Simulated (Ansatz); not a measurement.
SrCl₂ (CdI2 type): G0W0 against its settings

SrCl₂ built on the CdI2 prototype, relaxed with r2SCAN+rVV10; one-shot G0W0 in Ansatz without spin-orbit coupling. All values are calculated for a non-magnetic cell, which may be hypothetical.

```cif
data_structure
_symmetry_space_group_name_H-M 'P 1'
_symmetry_Int_Tables_number 1
_cell_length_a 4.4072
_cell_length_b 4.4072
_cell_length_c 5.5961
_cell_angle_alpha 90.000
_cell_angle_beta 90.000
_cell_angle_gamma 120.000
_cell_volume 94.13
loop_
_atom_site_label
_atom_site_type_symbol
_atom_site_fract_x
_atom_site_fract_y
_atom_site_fract_z
_atom_site_occupancy
Sr1 Sr 0.00000 0.00000 0.00000 1
Cl1 Cl 0.33333 0.66667 0.24870 1
Cl2 Cl 0.66667 0.33333 0.75130 1
```

Gaps are read over the mesh points alone. G0W0 here is at a finite number of bands, screening cutoff and k mesh, not at the basis limit.

| start | potentials | frequency model | mesh | empty bands | screening cutoff (eV) | Kohn-Sham gap (eV) | G0W0 gap (eV) |
| --- | --- | --- | --- | --- | --- | --- | --- |
| PBE | PAW | contour deformation | 6×6×4 | 213 | 100 | 5.16 | 7.39 |
| PBE | PAW | contour deformation | 6×6×4 | 516 | 180 | 5.16 | 7.55 |
| PBE | PAW | contour deformation | 6×6×4 | 1001 | 260 | 5.16 | 7.63 |
| HSE06 | PAW | contour deformation | 6×6×4 | 516 | 180 | 6.46 | 8.16 |
| r2SCAN | PAW | contour deformation | 6×6×4 | 516 | 180 | 5.79 | 7.90 |
| PBE0 | PAW | contour deformation | 6×6×4 | 516 | 180 | 7.19 | 8.38 |
| PBE | PAW | Godby-Needs pole | 6×6×4 | 516 | 180 | 5.16 | 7.53 |
| PBE | PAW | contour deformation | 6×6×4 | 152 | 80 | 5.16 | 7.31 |
| PBE | norm-conserving | contour deformation | 6×6×4 | 516 | 180 | 5.16 | 7.58 |

G0W0 moves the gap on the mesh from 5.16 eV (PBE) to 7.63 eV (direct at Γ). Renormalisation factors Z lie between 0.79 and 0.86.

Raising bands and cutoff together moves the gap by +0.08 eV (80 to 100 eV), then +0.16 eV (100 to 180 eV), then +0.08 eV (180 to 260 eV); the last step is still large, so the basis limit isn't reached. Starting from HSE06 (6.46 eV against PBE's 5.16 eV) gives 8.16 eV, +0.61 eV from G0W0@PBE at the same screening cutoff. Starting from r2SCAN (5.79 eV against PBE's 5.16 eV) gives 7.90 eV, +0.35 eV from G0W0@PBE at the same screening cutoff. Starting from PBE0 (7.19 eV against PBE's 5.16 eV) gives 8.38 eV, +0.83 eV from G0W0@PBE at the same screening cutoff. The Godby-Needs plasmon pole differs from contour deformation by -0.02 eV. Norm-conserving potentials (wave cutoff 925 eV against 420 eV) shift the quasiparticle gap by +0.03 eV and the PBE gap by 0.00 eV. r2SCAN runs take a wave cutoff of 500 eV.
